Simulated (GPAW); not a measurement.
TaN:

```xyz
2
Lattice="0.0000 2.2113 2.2113 2.2113 0.0000 2.2113 2.2113 2.2113 0.0000" Properties=species:S:1:pos:R:3 pbc="T T T"
Ta    2.2113    2.2113    2.2113
N     0.0000    0.0000    0.0000
```

The cell comes from a database or a generator and needn't be the stable form of this composition.

```yaml
Program: GPAW 26.7.0
Task: relaxation of cell and atoms
Functional: PBEsol
Dispersion: D4
Potentials_or_basis: PAW data sets generated in the run's folder for this functional
Cutoff: 800 eV
Basis: pw
k_mesh: 10 × 10 × 10
Occupations: fermi-dirac, width 0.05 eV
Spin: no spin polarisation
```

At the start: pressure -13.9 GPa; volume 10.81 Å³/atom.

How do energy, volume and symmetry change on relaxing?

Over 4 steps the energy falls by 18.1 meV/atom and the volume is 10.37 Å³/atom (-4.1 %); space group Fm-3m (No. 225, to 0.05 Å).

The path:
```csv
step,energy change (eV),largest force (eV/Å),pressure (GPa),volume (Å³)
1,0.0000,0.0000,-13.87,21.63
2,-0.0272,0.0000,-7.50,21.20
3,-0.0361,0.0000,0.41,20.72
4,-0.0362,0.0000,-0.01,20.75
```

Final structure:
```xyz
2
Lattice="0.0000 2.1809 2.1809 2.1809 0.0000 2.1809 2.1809 2.1809 0.0000" Properties=species:S:1:pos:R:3 pbc="T T T"
Ta    2.1809    2.1809    2.1809
N     0.0000    0.0000    0.0000
```

Caveat: later steps reuse the first step's grids; pairwise dispersion overbinds metals, which lowers pressure and volume.
